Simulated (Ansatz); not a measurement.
An element in the bcc structure gives these cold pressures by all-electron LAPW under PBE (Ansatz 0.2.0, scalar-relativistic, no spin polarisation).

| V (Å³/atom) | P (GPa) |
| --- | --- |
| 29.11 | 0.00 |
| 27.65 | 0.72 |
| 24.74 | 3.44 |
| 21.83 | 10.21 |
| 18.92 | 26.8 |
| 16.01 | 67.6 |
| 13.10 | 175.7 |
| 11.64 | 291.6 |

(1) Which element is it?

## Answers

(1) Hg. Its zero-pressure volume in this structure is near 29.1 Å³/atom; the volume and the steepness of P(V) together point to it, though neighbours can come close. This is the case that was computed; others weren't tested.
